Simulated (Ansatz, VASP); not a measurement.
# One calculation of GaN, two programs

Contents of INCAR:

```
SYSTEM = GaN
PREC = Accurate ; ENCUT = 600
EDIFF = 1E-6 ; ISMEAR = 0
SIGMA = 0.05 ; LREAL = .False.
LASPH = .True. ; NELM = 60
ALGO = Normal ; ISIF = 4
LWAVE = .False. ; LCHARG = .False.
GGA = RP ; IVDW = 13
IBRION = 2 ; NSW = 60
EDIFFG = -0.01
```

Contents of KPOINTS:

```
regular mesh
0
Gamma
  8 8 6
  0 0 0
```

Contents of POSCAR:

```
GaN
1.0
    3.1270868834      0.0000000001      0.0000000000
   -1.5635434418      2.7081366808      0.0000000000
    0.0000000000      0.0000000000      5.0981637758
Ga N
2 2
Direct
    0.3333333333      0.6666666667     -0.0006948262
    0.6666666667      0.3333333333      0.4993051738
    0.3333333333      0.6666666667      0.3756948262
    0.6666666667      0.3333333333      0.8756948262
```

Input for Ansatz:

```yaml
crystal:
  lattice:
    - [3.1270868834, 1.0e-10, 0.0]
    - [-1.5635434418, 2.7081366808, 0.0]
    - [0.0, 0.0, 5.0981637758]
  atoms:
    - { symbol: Ga, position: [0.3333333333, 0.6666666667, -0.0006948262] }
    - { symbol: Ga, position: [0.6666666667, 0.3333333333, 0.4993051738] }
    - { symbol: "N", position: [0.3333333333, 0.6666666667, 0.3756948262] }
    - { symbol: "N", position: [0.6666666667, 0.3333333333, 0.8756948262] }
basis:
  ecutwfc: 420
  ecutrho_ratio: 4
kpoints:
  mp_grid: { grid: [8, 8, 6] }
hamiltonian:
  xc: rpbe
  dispersion: d4
scf:
  occupations: { method: gaussian, width: 0.05 }
output:
  forces: true
  stress: true
  eigenvalues: true
relax:
  f_tol: 0.01
  max_steps: 40
  cell: { stress_tol: 0.1, fix: [volume] }
```

Alike in both runs: task relaxation of shape and atoms at fixed volume; functional RPBE; dispersion D4; k mesh 8 × 8 × 6; occupations gaussian, width 0.05 eV; no spin polarisation.

|  | VASP | Ansatz |
| --- | --- | --- |
| version | VASP 6.6.1 | Ansatz 0.2.0 |
| potentials or method | VASP PAW PBE potentials, release 64 (Ga_d, N) | scalar-relativistic, plane waves, PAW |
| plane-wave cutoff (eV) | 600 | 420 |
| valence electrons in the cell | 36 | 36 |

|  | VASP | Ansatz | Ansatz less VASP |
| --- | --- | --- | --- |
| gap on the k mesh at the Fermi level, each at its own relaxed structure (eV) | 2.34 | 2.31 | -0.029 |
| relaxed volume (Å³/atom) | 10.79 | 10.79 | 0.000 |
| relaxed cell length with the largest relative difference (Å) | 5.098 | 5.099 | +0.0005 |

Caveats: the PAW data sets were made with another functional, which shifts forces and pressure a little (VASP). Expect the measured gap to be larger: semilocal functionals such as RPBE lack the derivative discontinuity.
